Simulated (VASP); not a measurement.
A run of VASP 6.6.1:

File INCAR:

```
SYSTEM = ZnS
ALGO     = Normal         ! electronic algorithm
EDIFF    = 1E-7           ! SCF threshold, eV
EDIFFG   = -0.005         ! ionic threshold
ENCUT    = 600            ! plane-wave cutoff, eV
IBRION   = 2              ! ionic algorithm
ISIF     = 3              ! what is computed and relaxed
ISMEAR   = 0              ! smearing method
LASPH    = .True.         ! aspherical terms in the spheres
LCHARG   = .False.        ! write CHGCAR
LMIXTAU  = .True.       
LREAL    = .False.        ! projectors in reciprocal space
LWAVE    = .False.        ! write WAVECAR
METAGGA  = R2SCAN         ! meta-GGA
NELM     = 80             ! most SCF steps
NSW      = 90             ! ionic steps
PREC     = Accurate       ! precision mode
SIGMA    = 0.03           ! smearing width, eV
```

File KPOINTS:

```
k-points
0
Gamma
  10 10 10
  0 0 0
```

POSCAR

```
ZnS                                     
1.0
    0.0000000000      2.6940199531      2.6940199531
    2.6940199531      0.0000000000      2.6940199531
    2.6940199531      2.6940199531     -0.0000000000
  Zn              S             
     1     1
Direct
     0.2500000000000000    0.2500000000000000    0.2500000000000000
     0.0000000000000000    0.0000000000000000    0.0000000000000000
```

Potentials or basis: VASP PAW PBE potentials, release 64 (Zn, S).

Run with:

```sh
$ cat potpaw_PBE.64/Zn/POTCAR potpaw_PBE.64/S/POTCAR > POTCAR
$ mpirun -np 1 vasp_std > vasp.out
```

Hardware: 1 thread of Intel(R) Xeon(R) Platinum 8488C (Sapphire Rapids) (shared host).

Q: How long does it take, and how much memory?

A: Wall time 86 s on 1 thread of Intel(R) Xeon(R) Platinum 8488C (Sapphire Rapids), on a shared host, peak memory 0.18 GiB. Counts: scf iterations 18, k points 47, ion steps 1.
